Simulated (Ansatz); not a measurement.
# Lanthanum, beta-Sn type under PBEsol: ground state and equation of state

Aim: take lanthanum in the beta-Sn type structure, relax it, solve it on a dense k-mesh, then scale the cell to 7 volumes from 88 to 112 % of the relaxed one and try a fit of the equation of state. Spin polarisation is left out. The k-meshes are 10×10×7 for the relaxation; 17×17×16 for the dense run; 12×12×11 for the volumes.

Computed with Ansatz 0.2.0 (DFT PBEsol, plane waves (420 eV) with PAW, scalar-relativistic; PAW files made under PBE, frozen cores solved again for the functional, unless a step says otherwise).

## (1) The system as given

It takes space group I4_1/amd (No. 141, tetragonal). The conventional cell has a = 6.602 Å, b = 6.602 Å, c = 3.605 Å, α = 90.00°, β = 90.00°, γ = 90.00°. La (site symmetry -4m2) is surrounded by 6 La at 3.42 to 3.60 Å.

As a file:

```
CELL_PARAMETERS angstrom
-3.30121 3.30121 1.80246
3.30121 -3.30121 1.80246
3.30121 3.30121 -1.80246
ATOMIC_POSITIONS crystal
La 0.00000 0.00000 0.00000
La 0.75000 0.25000 0.50000
```

## (2) Relaxing cell and atoms

Contents of input.yaml:

```yaml
crystal:
  lattice:
    - [-3.3012070246, 3.3012070246, 1.8024590354]
    - [3.3012070246, -3.3012070246, 1.8024590354]
    - [3.3012070246, 3.3012070246, -1.8024590354]
  atoms:
    - { symbol: La, position: [0.0, 0.0, 0.0] }
    - { symbol: La, position: [0.75, 0.25, 0.5] }
hamiltonian:
  xc: pbesol
  pseudopotentials:
    kind: paw
    azcp:
      La: "pseudopotentials/La.paw.azcp"
basis:
  ecutwfc: 420
  fft_grid_basis: typed
kpoints:
  mp_grid: { grid: [10, 10, 7], shift: [0, 0, 0] }
magnetization:
  spin_polarized: false
scf:
  occupations: { method: fermi_dirac, width: 0.1 }
relax:
  max_steps: 60
  f_tol: 0.01
  cell: {}
```

Launch:

```console
> ansatz run input.yaml --threads 2 --pin off --max-ram 5120MiB --backend cpu --events-out ev --progress --plain --runs-dir out
```

The runs that follow: The energy on a finer k-mesh; The cell scaled to 88 % of its volume; The cell scaled to 92 % of its volume; The cell scaled to 96 % of its volume; The cell scaled to 100 % of its volume; The cell scaled to 104 % of its volume; The cell scaled to 108 % of its volume; The cell scaled to 112 % of its volume.

Q: Predict the outcome of this session. Wanted: space group; conventional cell; volume; shortest distance; gap on the mesh; relative to dhcp; V₀, B₀, B₀′.

**Answer**, as computed:

| quantity | value |
| --- | --- |
| space group (spins left aside) | C2/c (No. 15) |
| conventional cell | a = 3.576 Å, b = 11.741 Å, c = 3.643 Å, β = 118.75° |
| volume | 33.524 Å³/atom |
| shortest distance | 3.416 Å |
| gap on the mesh | none (levels filled in part) |
| relative to dhcp | +53 meV/atom |
| V₀, B₀, B₀′ | 33.442 Å³/atom, 27 GPa, 2.7 |

What this shows: From the guessed start the volume shrank by 14.7 % in 29 steps. The cell has left its prototype: it ends as C2/c. What follows belongs to that structure, not to the type named at the start. The mesh has less symmetry than the lattice, which may have let the distortion in. It lies 53 meV/atom above the element's reference form at the same level (dhcp, from a run of its own). No gap shows: it is a metal or semimetal at this level. The fitted modulus is 27 GPa; letting shape and positions relax at each volume could only lower it.
